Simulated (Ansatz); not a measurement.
# Worked example: vertical energy of the triplet above the singlet of C4H6 (cyclobutene)

The species is C4H6 (10 atoms), meant as a singlet with charge 0. As SMILES, `C1=CCC1`. The shape is that of a PBE0-D4/def2-TZVP optimisation.

Both states at this one shape; open shells run unrestricted unless said. 1 Eh = 27.2114 eV.

| level | program | singlet C4H6 (Eh) | triplet C4H6 (Eh) |
| --- | --- | --- | --- |
| HF/3-21G | Ansatz | -154.028353 | -153.901171 |
| HSE06/def2-SVP | Ansatz | -155.660578 | -155.503556 |
| B2PLYP/def2-SVP, 4 core orbitals frozen | Ansatz | -155.672780 | -155.507696 |

Task: Work out the vertical gap, second state less first, at each level.

Result: 
1. HF/3-21G: -153.901171 − (-154.028353) = 0.127182 Eh = 3.46 eV.
2. HSE06/def2-SVP: -155.503556 − (-155.660578) = 0.157022 Eh = 4.27 eV.
3. B2PLYP/def2-SVP: -155.507696 − (-155.672780) = 0.165084 Eh = 4.49 eV.

No measured value is set beside it here; the levels span 3.46 to 4.49 eV. Hartree–Fock favours the state with fewer electron pairs, since it lacks pair correlation.
